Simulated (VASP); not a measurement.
# As in VASP: a series of runs, part 2 of 3

VASP 6.6.1. The steps go on from the part before.

## Step 4: Single point, PBE+D3(BJ) (the lower layer alone in the bilayer's cell)

INCAR reads:

```
SYSTEM = As
PREC = Accurate
ENCUT = 520
EDIFF = 1E-6
ISMEAR = 0
SIGMA = 0.05
LREAL = .False.
LASPH = .True.
NELM = 80
ALGO = Fast
ISIF = 2
LWAVE = .False.
LCHARG = .False.
LDIPOL = .True.
IDIPOL = 3
DIPOL = 0.5 0.5 0.256
GGA = PE
IVDW = 12
NBANDS = 12
```

KPOINTS reads:

```
regular mesh
0
Gamma
  9 9 1
  0 0 0
```

POSCAR reads:

```
As
1.0
    3.5713380906      0.0000000000      0.0000000000
   -1.7856690453      3.0928695120      0.0000000000
    0.0000000000      0.0000000000     20.2952802043
As
2
Direct
    0.3333333333      0.6666666667      0.2905917062
    0.6666666667      0.3333333333      0.2217264287
```

Potentials or basis: VASP PAW PBE potentials, release 64 (As).

Command:

```
cat potpaw_PBE.64/As/POTCAR > POTCAR
mpirun -np 1 vasp_std > vasp.out
```

OUTCAR:

```text
SYSTEM = As
   PREC = Accurate
   ENCUT = 520
   EDIFF = 1E-6
   ISMEAR = 0
   LREAL = .False.
   LASPH = .True.
   NELM = 80
   ISIF = 2
   GGA = PE
   IVDW = 12
 IVDW          = 12

 ion  position               nearest neighbor table
   1  0.333  0.667  0.291-   2 2.49   2 2.49   2 2.49
   2  0.667  0.333  0.222-   1 2.49   1 2.49   1 2.49

  LATTYP: Found a hexagonal cell.
 ALAT       =     3.5713380906
 C/A-ratio  =     5.6828224294

  Lattice vectors:

 A1 = (   3.5713380906,   0.0000000000,   0.0000000000)
 A2 = (  -1.7856690453,   3.0928695120,   0.0000000000)
 A3 = (   0.0000000000,   0.0000000000,  20.2952802043)

Analysis of symmetry for initial positions (statically):
=====================================================================
 Subroutine PRICEL returns:
 Original cell was already a primitive cell.

 Routine SETGRP: Setting up the symmetry group for a
 hexagonal supercell.

 Subroutine GETGRP returns: Found 12 space group operations
 (whereof  6 operations were pure point group operations)
 out of a pool of 24 trial point group operations.

The static configuration has the point symmetry C_3v.
 The point group associated with its full space group is D_3d.

Analysis of symmetry for dynamics (positions and initial velocities):
=====================================================================
 Subroutine PRICEL returns:
 Original cell was already a primitive cell.

 Routine SETGRP: Setting up the symmetry group for a
 hexagonal supercell.

 Subroutine GETGRP returns: Found 12 space group operations
 (whereof  6 operations were pure point group operations)
 out of a pool of 24 trial point group operations.

The dynamic configuration has the point symmetry C_3v.
 The point group associated with its full space group is D_3d.

 Subroutine INISYM returns: Found 12 space group operations
 (whereof  6 operations are pure point group operations),
 and found     1 'primitive' translations

[... 121 lines left out ...]
 dipolmoment           0.000000      0.000000      0.000016 electrons x Angstroem

 number of electron      10.0000001 magnetization

 dipolmoment           0.000000      0.000000     -0.000002 electrons x Angstroem

 Free energy of the ion-electron system (eV)
  ---------------------------------------------------
  ext. energy  EPLUGINS =         0.00000000
  ---------------------------------------------------
  free energy    TOTEN  =        -9.32607380 eV

  energy without entropy =       -9.32607380  energy(sigma->0) =       -9.32607380

 E-fermi :  -3.1291     XC(G=0):  -2.5904

 val. band max:       -3.4004513147   @ k =   0.0000   0.0000   0.0000
 cond. band min:      -1.8488262019   @ k =   0.3333   0.0000   0.0000
 fundamental gap:      1.5516251128
 Fermi energy:        -3.1290916781

 k-point     1 :       0.0000    0.0000    0.0000
  band No.  band energies     occupation
      1     -17.0811      2.00000
      2     -10.6791      2.00000
      3      -4.0902      2.00000
      4      -3.4005      2.00000
      5      -3.4005      2.00000
      6      -1.3658      0.00000
      7       0.1179      0.00000
      8       0.1179      0.00000
      9       1.3736      0.00000
     10       1.5937      0.00000
     11       2.3374      0.00000
     12       2.9223      0.00000
[... 151 lines left out ...]
 k-point    12 :       0.3333    0.3333    0.0000
  band No.  band energies     occupation
      1     -13.4345      2.00000
      2     -13.4345      2.00000
      3      -7.9179      2.00000
      4      -5.4849      2.00000
      5      -5.4849      2.00000
      6      -1.5110      0.00000
      7       1.1389      0.00000
      8       1.1389      0.00000
      9       4.6369      0.00000
     10       5.5698      0.00000
     11       5.5699      0.00000
     12       6.3455      0.00000

------------------------ aborting loop because EDIFF is reached ----------------------------------------

 vacuum level on the upper side and lower side of the slab       (xc-potential included)        -0.125        -0.125

 Edisp (eV)   -0.42397

 E8    (eV) :    -0.1923

  FORCE on cell =-STRESS in cart. coord.  units (eV):
  Direction    XX          YY          ZZ          XY          YZ          ZX
  --------------------------------------------------------------------------------------
  -------------------------------------------------------------------------------------
  Total       0.08257     0.08257     0.12497     0.00000     0.00000     0.00000
  in kB       0.59009     0.59009     0.89319     0.00000     0.00000     0.00000
  external pressure =        0.69 kB  Pullay stress =        0.00 kB

 VOLUME and BASIS-vectors are now :
 -----------------------------------------------------------------------------
  energy-cutoff  :      520.00
  volume of cell :      224.18
      direct lattice vectors                 reciprocal lattice vectors
     3.571338091  0.000000000  0.000000000     0.280007094  0.161662171  0.000000000
    -1.785669045  3.092869512  0.000000000     0.000000000  0.323324342  0.000000000
     0.000000000  0.000000000 20.295280204     0.000000000  0.000000000  0.049272540

 POSITION                                       TOTAL-FORCE (eV/Angst)
 -----------------------------------------------------------------------------------
     -0.00000      2.06191      5.89764        -0.000000      0.000000      0.091893
      1.78567      1.03096      4.50000         0.000000     -0.000000     -0.091893
 -----------------------------------------------------------------------------------
    total drift:                                0.000000     -0.000000     -0.000020

  FREE ENERGIE OF THE ION-ELECTRON SYSTEM (eV)
  ---------------------------------------------------
  free  energy   TOTEN  =        -9.7500399694 eV

  energy  without entropy=       -9.7500399694  energy(sigma->0) =       -9.75003997

 vacuum level on the upper side and lower side of the slab         1.794         1.791
```

stdout:

```text
POSCAR found type information on POSCAR As
 POSCAR found :  1 types and       2 ions
 scaLAPACK will be used
 LDA part: xc-table for (Slater+PW92), standard interpolation
 POSCAR, INCAR and KPOINTS ok, starting setup
 FFT: planning ... GRIDC
 FFT: planning ... GRID_SOFT
 FFT: planning ... GRID
 WAVECAR not read
 entering main loop
```

It took 1.8 min on 1 thread of AMD EPYC, shared host; peak memory 0.3 GiB.

What came out:

```yaml
Free_energy: -9.7500 eV
Largest_force: 0.092 eV/Å
Band_gap_on_the_k_mesh: 1.55 eV, indirect (least direct gap 2.03 eV)
Dispersion_energy_per_atom: -0.212 eV
```

Forces on the atoms (eV/Å):
```
As   0.000  0.000  0.092
As   0.000  0.000 -0.092
```

Levels at points of the mesh, in eV from the valence-band top:
```
           k point  band 2  band 3  band 4  band 5  band 6  band 7  band 8  band 9
(0.00, 0.00, 0.00)   -7.28   -0.69    0.00    0.00    2.03    3.52    3.52    4.77
```

## Step 5: Single point, PBE+D3(BJ)

This run uses another cell than the first one, of 155.26 Å³/atom, 1.004 times its volume.

INCAR reads:

```
PREC     = Accurate       # precision mode
ENCUT    = 520            # plane-wave cutoff, eV
EDIFF    = 1E-6           # SCF threshold, eV
ISMEAR   = 0              # smearing method
SIGMA    = 0.1            # smearing width, eV
LREAL    = False          # projectors in reciprocal space
LASPH    = True           # aspherical terms in the spheres
NELM     = 60             # most SCF steps
ALGO     = Normal         # electronic algorithm
ISIF     = 2              # what is computed and relaxed
LWAVE    = False          # write WAVECAR
LCHARG   = False          # write CHGCAR
LDIPOL   = True         
IDIPOL   = 3            
DIPOL    = 0.5 0.5 0.500
GGA      = PE             # functional
IVDW     = 12             # dispersion correction
NBANDS   = 12             # bands
```

KPOINTS reads:

```
regular mesh
0
Gamma
  6 6 1
```

POSCAR reads:

```
As
1.0
    3.5785484909      0.0000000000      0.0000000000
   -1.7892742454      3.0991139018      0.0000000000
    0.0000000000      0.0000000000     28.0000000000
As
2
Direct
    0.3333333333      0.6666666667      0.5248826415
    0.6666666667      0.3333333333      0.4751173585
```

Command:

```
cat potpaw_PBE.64/As/POTCAR > POTCAR
mpirun -np 1 vasp_std > vasp.out
```

Wall time 95 s (1 thread of AMD EPYC, shared host); peak memory 0.36 GiB.

It converged, with:

```yaml
Free_energy: -9.7269 eV
Largest_force: 0.091 eV/Å
Band_gap_on_the_k_mesh: 1.58 eV, indirect (least direct gap 2.02 eV)
Dispersion_energy_per_atom: -0.211 eV
```

Forces on the atoms (eV/Å):
```
As   0.000  0.000  0.091
As   0.000  0.000 -0.091
```

Levels at points of the mesh, in eV from the valence-band top:
| k point | band 3 | band 4 | band 5 | band 6 | band 7 | band 8 |
| --- | --- | --- | --- | --- | --- | --- |
| (0.00, 0.00, 0.00) | -0.64 | 0.00 | 0.00 | 2.02 | 3.53 | 3.53 |
| (0.50, 0.00, 0.00) | -3.48 | -1.92 | -1.64 | 1.95 | 3.10 | 4.54 |

A hybrid or GW would open this gap; PBE tends to underestimate it.

## Step 6: Single point, PBE+D3(BJ)

This run uses another cell than the first one, of 143.71 Å³/atom, 0.929 times its volume.

INCAR reads:

```
ALGO = Normal
DIPOL = 0.5 0.5 0.500
EDIFF = 1E-6
ENCUT = 520
GGA = PE
IDIPOL = 3
ISIF = 2
ISMEAR = 0
IVDW = 12
LASPH = True
LCHARG = False
LDIPOL = True
LREAL = False
LWAVE = False
NBANDS = 12
NELM = 100
PREC = Accurate
SIGMA = 0.1
```

KPOINTS reads:

```
k-points
0
Gamma
  6 6 1
```

POSCAR reads:

```
As
1.0
    3.4427833217      0.0000000000      0.0000000000
   -1.7213916608      2.9815378163      0.0000000000
    0.0000000000      0.0000000000     28.0000000000
As
2
Direct
    0.3333333333      0.6666666667      0.5233750000
    0.6666666667      0.3333333333      0.4766250000
```

Potentials or basis: VASP PAW PBE potentials, release 64 (As).

Command:

```
cat potpaw_PBE.64/As/POTCAR > POTCAR
mpirun -np 1 vasp_std > vasp.out
```

OUTCAR:

```text
EDIFF = 1E-6
   ENCUT = 520
   GGA = PE
   ISIF = 2
   ISMEAR = 0
   IVDW = 12
   LASPH = True
   LREAL = False
   NELM = 100
   PREC = Accurate
 IVDW          = 12

 ion  position               nearest neighbor table
   1  0.333  0.667  0.523-   2 2.38   2 2.38   2 2.38
   2  0.667  0.333  0.477-   1 2.38   1 2.38   1 2.38

  LATTYP: Found a hexagonal cell.
 ALAT       =     3.4427833217
 C/A-ratio  =     8.1329544684

  Lattice vectors:

 A1 = (   3.4427833217,   0.0000000000,   0.0000000000)
 A2 = (  -1.7213916608,   2.9815378163,   0.0000000000)
 A3 = (   0.0000000000,   0.0000000000,  28.0000000000)

Analysis of symmetry for initial positions (statically):
=====================================================================
 Subroutine PRICEL returns:
 Original cell was already a primitive cell.

 Routine SETGRP: Setting up the symmetry group for a
 hexagonal supercell.

 Subroutine GETGRP returns: Found 12 space group operations
 (whereof 12 operations were pure point group operations)
 out of a pool of 24 trial point group operations.

The static configuration has the point symmetry D_3d.

Analysis of symmetry for dynamics (positions and initial velocities):
[... 164 lines left out ...]
     11       1.6172      0.00000
     12       1.8603      0.00000
[... 76 lines left out ...]
 k-point     7 :       0.3333    0.3333    0.0000
  band No.  band energies     occupation
      1     -14.3877      2.00000
      2     -14.3877      2.00000
      3      -9.1998      2.00000
      4      -6.0580      2.00000
      5      -6.0580      2.00000
      6      -1.9549      0.00000
      7       1.2003      0.00000
      8       1.2003      0.00000
      9       4.3471      0.00000
     10       5.5018      0.00000
     11       5.5018      0.00000
     12       6.0944      0.00000

------------------------ aborting loop because EDIFF is reached ----------------------------------------

 vacuum level on the upper side and lower side of the slab       (xc-potential included)        -0.007        -0.007

 Edisp (eV)   -0.45924

 E8    (eV) :    -0.2080

  FORCE on cell =-STRESS in cart. coord.  units (eV):
  Direction    XX          YY          ZZ          XY          YZ          ZX
  --------------------------------------------------------------------------------------
  -------------------------------------------------------------------------------------
  Total       3.12435     3.12435     2.63859     0.00000     0.00000     0.00000
  in kB      17.41656    17.41656    14.70873     0.00000     0.00000     0.00000
  external pressure =       16.51 kB  Pullay stress =        0.00 kB

 VOLUME and BASIS-vectors are now :
 -----------------------------------------------------------------------------
  energy-cutoff  :      520.00
  volume of cell :      287.41
      direct lattice vectors                 reciprocal lattice vectors
     3.442783322  0.000000000  0.000000000     0.290462660  0.167698695  0.000000000
    -1.721391661  2.981537816  0.000000000     0.000000000  0.335397389  0.000000000
     0.000000000  0.000000000 28.000000000     0.000000000  0.000000000  0.035714286

 POSITION                                       TOTAL-FORCE (eV/Angst)
 -----------------------------------------------------------------------------------
     -0.00000      1.98769     14.65450        -0.000000      0.000000      2.017626
      1.72139      0.99385     13.34550         0.000000     -0.000000     -2.017626
 -----------------------------------------------------------------------------------
    total drift:                                0.000000     -0.000000     -0.000000

  FREE ENERGIE OF THE ION-ELECTRON SYSTEM (eV)
  ---------------------------------------------------
  free  energy   TOTEN  =        -9.5245753247 eV

  energy  without entropy=       -9.5245753247  energy(sigma->0) =       -9.52457532

 vacuum level on the upper side and lower side of the slab         1.471         1.471
```

OSZICAR:

```text
N       E                     dE             d eps       ncg     rms          rms(c)
DAV:   1     0.698134629950E+02    0.69813E+02   -0.27680E+03   168   0.531E+02
DAV:   2    -0.242262289052E+01   -0.72236E+02   -0.60882E+02   272   0.910E+01
DAV:   3    -0.906217308352E+01   -0.66396E+01   -0.66258E+01   228   0.378E+01
[... 12 lines left out ...]
DAV:  16    -0.906532232975E+01   -0.94314E-05   -0.62790E-07   212   0.165E-03    0.536E-04
DAV:  17    -0.906532737364E+01   -0.50439E-05   -0.10966E-07   212   0.725E-04    0.697E-04
DAV:  18    -0.906532873213E+01   -0.13585E-05   -0.17737E-08   184   0.358E-04    0.245E-04
DAV:  19    -0.906533033389E+01   -0.16018E-05   -0.49943E-08   188   0.424E-04    0.869E-05
DAV:  20    -0.906533045165E+01   -0.11775E-06   -0.44639E-10   188   0.890E-05
   1 F= -.95245753E+01 E0= -.95245753E+01  d E =-.950396E-13
```

stdout:

```text
POSCAR found type information on POSCAR As
 POSCAR found :  1 types and       2 ions
 scaLAPACK will be used
 LDA part: xc-table for (Slater+PW92), standard interpolation
 POSCAR, INCAR and KPOINTS ok, starting setup
 FFT: planning ... GRIDC
 FFT: planning ... GRID_SOFT
 FFT: planning ... GRID
 WAVECAR not read
 entering main loop
```

Run time: 1.8 min. Hardware: 1 thread of AMD EPYC, shared host; peak memory 0.35 GiB.

What came out:

```
Free energy                : -9.5246 eV
Largest force              : 2.018 eV/Å
Band gap on the k mesh     : 1.70 eV, indirect (least direct gap 2.31 eV)
Dispersion energy per atom : -0.230 eV
```

Forces in eV/Å, atoms in the order of the input:
```
As   0.000  0.000  2.018
As   0.000  0.000 -2.018
```

Levels at points of the mesh, in eV from the valence-band top:
| k point | band 1 | band 2 | band 3 | band 4 | band 5 | band 6 | band 7 | band 8 | band 9 | band 10 |
| --- | --- | --- | --- | --- | --- | --- | --- | --- | --- | --- |
| (0.00, 0.00, 0.00) | -14.56 | -7.11 | -0.58 | 0.00 | 0.00 | 2.62 | 3.92 | 3.92 | 4.88 | 5.25 |
| (0.50, 0.00, 0.00) | -11.67 | -9.52 | -3.58 | -2.22 | -1.63 | 1.98 | 3.44 | 5.23 | 6.40 | 8.76 |

(Continued in part 3 of 3.)
